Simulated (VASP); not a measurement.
# CdTe (F-43m) in VASP: single point with PBE

Aim: the single point of CdTe with PBE.

All numbers are computed with VASP 6.6.1; they aren't measurements. Logs are shortened: lines on timing, memory, paths and dates and some standing lists are left out, and cuts for length are marked.

**The experiment to reproduce.**

A printed reference work, data compilation reports, for a bulk crystal of CdTe at 0 K: band gap 1.607 eV.

The runs below are set against these values where they give the same quantity.

## 1. The cell of the first run

It takes space group F-43m (No. 216, cubic). Conventional cell: a = 6.510 Å, b = 6.510 Å, c = 6.510 Å, α = 90.00°, β = 90.00°, γ = 90.00°. Within 3.7 Å of Cd (site symmetry -43m) lie 4 Te at 2.82 Å. Te (site symmetry -43m) has 4 Cd at 2.82 Å within 3.7 Å.

## 2. Single point, PBE

File INCAR:

```
SYSTEM = CdTe
PREC = Accurate
ENCUT = 520
EDIFF = 1E-6
ISMEAR = -1
SIGMA = 0.0238
LREAL = .FALSE.
LASPH = .TRUE.
NELM = 80
ALGO = Normal
ISIF = 2
LWAVE = .FALSE.
LCHARG = .FALSE.
GGA = PE
NBANDS = 16
```

File KPOINTS:

```
Automatic mesh
0
G
  7 7 7
  0 0 0
```

File POSCAR:

```
CdTe
1.0
    0.0000000000      3.2551550000      3.2551550000
    3.2551550000      0.0000000000      3.2551550000
    3.2551550000      3.2551550000      0.0000000000
Cd Te
1 1
Direct
    0.0000000000      0.0000000000      0.0000000000
    0.2500000000      0.2500000000      0.2500000000
```

Potentials or basis: VASP PAW PBE potentials, release 64 (Cd, Te).

Run with:

```console
cat potpaw_PBE.64/Cd/POTCAR potpaw_PBE.64/Te/POTCAR > POTCAR
mpirun -np 1 vasp_std > vasp.out
```

OUTCAR:

```text
SYSTEM = CdTe
   PREC = Accurate
   ENCUT = 520
   EDIFF = 1E-6
   ISMEAR = -1
   LREAL = .FALSE.
   LASPH = .TRUE.
   NELM = 80
   ISIF = 2
   GGA = PE

 ion  position               nearest neighbor table
   1  0.000  0.000  0.000-   2 2.82   2 2.82   2 2.82   2 2.82
   2  0.250  0.250  0.250-   1 2.82   1 2.82   1 2.82   1 2.82

  LATTYP: Found a face centered cubic cell.
 ALAT       =     6.5103100000

  Lattice vectors:

 A1 = (   0.0000000000,   3.2551550000,   3.2551550000)
 A2 = (   3.2551550000,   0.0000000000,   3.2551550000)
 A3 = (   3.2551550000,   3.2551550000,   0.0000000000)

Analysis of symmetry for initial positions (statically):
=====================================================================
 Subroutine PRICEL returns:
 Original cell was already a primitive cell.

 Routine SETGRP: Setting up the symmetry group for a
 face centered cubic supercell.

 Subroutine GETGRP returns: Found 24 space group operations
 (whereof 24 operations were pure point group operations)
 out of a pool of 48 trial point group operations.

The static configuration has the point symmetry T_d .

Analysis of symmetry for dynamics (positions and initial velocities):
=====================================================================
 Subroutine PRICEL returns:
 Original cell was already a primitive cell.

 Routine SETGRP: Setting up the symmetry group for a
 face centered cubic supercell.

 Subroutine GETGRP returns: Found 24 space group operations
 (whereof 24 operations were pure point group operations)
 out of a pool of 48 trial point group operations.

The dynamic configuration has the point symmetry T_d .

 Subroutine INISYM returns: Found 24 space group operations
 (whereof 24 operations are pure point group operations),
 and found     1 'primitive' translations

----------------------------------------------------------------------------------------

                                     Primitive cell

  volume of cell :      68.9835

  direct lattice vectors                    reciprocal lattice vectors
     0.000000000  3.255155000  3.255155000    -0.153602517  0.153602517  0.153602517
     3.255155000  0.000000000  3.255155000     0.153602517 -0.153602517  0.153602517
     3.255155000  3.255155000  0.000000000     0.153602517  0.153602517 -0.153602517

  length of vectors
     4.603484349  4.603484349  4.603484349     0.266047363  0.266047363  0.266047363

  position of ions in fractional coordinates (direct lattice)
     0.000000000  0.000000000  0.000000000
     0.250000000  0.250000000  0.250000000

  ion indices of the primitive-cell ions
   primitive index   ion index
                 1           1
                 2           2

----------------------------------------------------------------------------------------

 KPOINTS: Automatic mesh

Automatic generation of k-mesh.
 Grid dimensions read from file:
 generate k-points for:    7    7    7

 Generating k-lattice:

  Cartesian coordinates                     Fractional coordinates (reciprocal lattice)
    -0.021943217  0.021943217  0.021943217     0.142857143  0.000000000  0.000000000
     0.021943217 -0.021943217  0.021943217     0.000000000  0.142857143  0.000000000
     0.021943217  0.021943217 -0.021943217     0.000000000  0.000000000  0.142857143

  Length of vectors
     0.038006766  0.038006766  0.038006766

  Shift w.r.t. Gamma in fractional coordinates (k-lattice)
     0.000000000  0.000000000  0.000000000

 Subroutine IBZKPT returns following result:
 ===========================================

 Found     20 irreducible k-points:

 Following reciprocal coordinates:
            Coordinates               Weight
  0.000000  0.000000  0.000000      1.000000
  0.142857  0.000000  0.000000      8.000000
  0.285714  0.000000  0.000000      8.000000
  0.428571  0.000000  0.000000      8.000000
  0.142857  0.142857  0.000000      6.000000
  0.285714  0.142857  0.000000     24.000000
[... 12 lines left out ...]
 -0.428571  0.428571  0.142857     24.000000
 -0.285714  0.428571  0.142857     24.000000
   k-points           NKPTS =     20   k-points in BZ     NKDIM =     20   number of bands    NBANDS=     16
   number of dos      NEDOS =    301   number of ions     NIONS =      2
   total plane-waves  NPLWV =  46656
   dimension x,y,z NGX =    36 NGY =   36 NGZ =   36
   dimension x,y,z NGXF=    72 NGYF=   72 NGZF=   72
   ions per type =               1   1
   NGX,Y,Z   is equivalent  to a cutoff of  13.00, 13.00, 13.00 a.u.
   NGXF,Y,Z  is equivalent  to a cutoff of  26.00, 26.00, 26.00 a.u.
 SYSTEM =  CdTe
   PREC   = accura    normal or accurate (medium, high low for compatibility)
   ISTART =      0    job   : 0-new  1-cont  2-samecut
   ICHARG =      2    charge: 1-file 2-atom 10-const
   ISPIN  =      1    spin polarized calculation?
   LNONCOLLINEAR =      F non collinear calculations
   LSORBIT =      F    spin-orbit coupling
   LASPH  =      T    aspherical Exc in radial PAW
   ENCUT  =  520.0 eV  38.22 Ry    6.18 a.u.   8.56  8.56  8.56*2*pi/ulx,y,z
   NELM   =     80;   NELMIN=  2; NELMDL= -5     # of ELM steps
   EDIFF  = 0.1E-05   stopping-criterion for ELM
   LREAL  =      F    real-space projection
   EDIFFG = 0.1E-04   stopping-criterion for IOM
   NSW    =      0    number of steps for IOM
   IBRION =     -1    ionic relax: 0-MD 1-quasi-New 2-CG
   NFREE  =      0    steps in history (QN), initial steepest desc. (CG)
   ISIF   =      2    stress and relaxation
   ISYM   =      2    0-nonsym 1-usesym 2-fastsym
   POTIM  = 0.5000    time-step for ionic-motion
   TEBEG  =    0.0;   TEEND  =   0.0 temperature during run
   PSTRESS=    0.0 pullay stress
   NELECT =      18.0000    total number of electrons
   NUPDOWN=      -1.0000    fix difference up-down
   EMIN   =  10.00;   EMAX   =-10.00  energy-range for DOS
   EFERMI =   0.00;   METHOD = LEGACY
   ISMEAR =    -1;   SIGMA  =   0.02  broadening in eV -4-tet -1-fermi 0-gaus
   EFERMI_NEDOS =   21; number of points for ismear=-14 and -15
   IALGO  =     38    algorithm
   IMIX   =      4    mixing-type and parameters
     AMIX     =   0.40;   BMIX     =  1.00
     AMIX_MAG =   1.60;   BMIX_MAG =  1.00
  volume/ion in A,a.u.               =      34.49       232.76
  Fermi-wavevector in a.u.,A,eV,Ry     =   1.046126  1.976891 14.889938  1.094380
  Thomas-Fermi vector in A             =   2.180951
   LORBIT       =      0    0 simple, 1 ext, 2 COOP (PROOUT), +10 PAW based schemes
   GGA     = PE    functional components
   LHFCALC =     F    Hartree Fock is set to
   AEXX    =    0.0000 exact exchange contribution
   IVDW    =     0    specifies the selected vdW correction
   LEPSILON=     F    determine dielectric tensor
   LRPA    =     F    only Hartree local field effects (RPA)
 non-spin polarized calculation
  energy-cutoff  :      520.00
  volume of cell :       68.98
 maximum number of plane-waves:      1875
 NGX is ok and might be reduce to    36
   NGX = 17   NGY = 17   NGZ = 17

 number of electron      18.0000000 magnetization

 Free energy of the ion-electron system (eV)
  ---------------------------------------------------
  ext. energy  EPLUGINS =         0.00000000
  ---------------------------------------------------
  free energy    TOTEN  =        -4.78782685 eV

  energy without entropy =       -4.78782685  energy(sigma->0) =       -4.78782685

 E-fermi :   2.6031     XC(G=0):  -8.5244

 val. band max:        2.2249865189   @ k =   0.0000   0.0000   0.0000
 cond. band min:       2.9550263055   @ k =   0.0000   0.0000   0.0000
 fundamental gap:      0.7300397866
 Fermi energy:         2.6030863269

 k-point     1 :       0.0000    0.0000    0.0000
  band No.  band energies     occupation
      1      -8.8714      2.00000
      2      -6.0156      2.00000
      3      -6.0156      2.00000
      4      -6.0156      2.00000
      5      -5.7651      2.00000
      6      -5.7651      2.00000
[... 8 lines left out ...]
     15      11.5589      0.00000
     16      11.5589      0.00000

 k-point     2 :       0.1429    0.0000    0.0000
  band No.  band energies     occupation
      1      -8.7988      2.00000
      2      -6.0020      2.00000
      3      -6.0020      2.00000
      4      -5.9562      2.00000
      5      -5.7660      2.00000
      6      -5.7660      2.00000
[... 8 lines left out ...]
     15      10.7824      0.00000
     16      10.7824      0.00000

 k-point     3 :       0.2857    0.0000    0.0000
  band No.  band energies     occupation
      1      -8.6353      2.00000
      2      -5.9746      2.00000
      3      -5.9746      2.00000
      4      -5.7643      2.00000
      5      -5.7643      2.00000
      6      -5.7570      2.00000
[... 8 lines left out ...]
     15      10.7944      0.00000
     16      10.7944      0.00000

 k-point     4 :       0.4286    0.0000    0.0000
  band No.  band energies     occupation
      1      -8.5064      2.00000
      2      -5.9569      2.00000
      3      -5.9569      2.00000
      4      -5.7578      2.00000
      5      -5.7578      2.00000
      6      -5.4799      2.00000
[... 8 lines left out ...]
     15      11.9937      0.00000
     16      11.9937      0.00000
[... 248 lines left out ...]
 k-point    18 :      -0.4286    0.2857    0.1429
  band No.  band energies     occupation
      1      -8.4305      2.00000
      2      -5.9254      2.00000
      3      -5.9139      2.00000
      4      -5.7886      2.00000
      5      -5.7580      2.00000
      6      -5.3526      2.00000
[... 8 lines left out ...]
     15      12.1571      0.00000
     16      13.0943      0.00000

 k-point    19 :      -0.4286    0.4286    0.1429
  band No.  band energies     occupation
      1      -8.3909      2.00000
      2      -5.8920      2.00000
      3      -5.8910      2.00000
      4      -5.8178      2.00000
      5      -5.7481      2.00000
      6      -5.2953      2.00000
[... 8 lines left out ...]
     15      12.8949      0.00000
     16      13.6705      0.00000

 k-point    20 :      -0.2857    0.4286    0.1429
  band No.  band energies     occupation
      1      -8.3816      2.00000
      2      -5.9055      2.00000
      3      -5.8916      2.00000
      4      -5.7949      2.00000
      5      -5.7614      2.00000
      6      -5.2334      2.00000
[... 8 lines left out ...]
     15      12.3431      0.00000
     16      14.1301      0.00000

------------------------ aborting loop because EDIFF is reached ----------------------------------------

  FORCE on cell =-STRESS in cart. coord.  units (eV):
  Direction    XX          YY          ZZ          XY          YZ          ZX
  --------------------------------------------------------------------------------------
  -------------------------------------------------------------------------------------
  Total        0.9000482      0.9000482      0.9000482      0.0000000      0.0000000     -0.0000000
  in kB       20.9040935     20.9040935     20.9040935      0.0000000      0.0000000     -0.0000000
  external PRESSURE =      20.9040935 kB  Pullay stress =       0.0000000 kB

 VOLUME and BASIS-vectors are now :
 -----------------------------------------------------------------------------
  energy-cutoff  :      520.00
  volume of cell :       68.98
      direct lattice vectors                 reciprocal lattice vectors
     0.000000000  3.255155000  3.255155000    -0.153602517  0.153602517  0.153602517
     3.255155000  0.000000000  3.255155000     0.153602517 -0.153602517  0.153602517
     3.255155000  3.255155000  0.000000000     0.153602517  0.153602517 -0.153602517

 POSITION                                       TOTAL-FORCE (eV/Angst)
 -----------------------------------------------------------------------------------
      0.00000      0.00000      0.00000         0.000000      0.000000      0.000000
      1.62758      1.62758      1.62758        -0.000000     -0.000000     -0.000000
 -----------------------------------------------------------------------------------
    total drift:                               -0.000000     -0.000000     -0.000000

  FREE ENERGIE OF THE ION-ELECTRON SYSTEM (eV)
  ---------------------------------------------------
  free  energy   TOTEN  =        -4.7878268549 eV

  energy  without entropy=       -4.7878268531  energy(sigma->0) =       -4.78782685
```

Run time: 27 s. Hardware: 1 thread of AMD EPYC 7R13, shared host; peak memory 0.18 GiB.

Results:

```
Free energy            : -4.7878 eV
Pressure               : 2.1 GPa
Band gap on the k mesh : 0.73 eV, direct
```

Caveat: spin-orbit coupling is left out, which moves the levels of the heavy elements.

## 3. How close it comes

Step 2. Measured gap of CdTe: 1.607 eV (0 K; a printed reference work, data compilation). This calculation gives 0.73 eV (-0.88 eV). Spin-orbit coupling on Cd, Te is left out. The value is that of PBE, without temperature or zero-point motion. Semilocal functionals fall short of measured gaps as a rule.
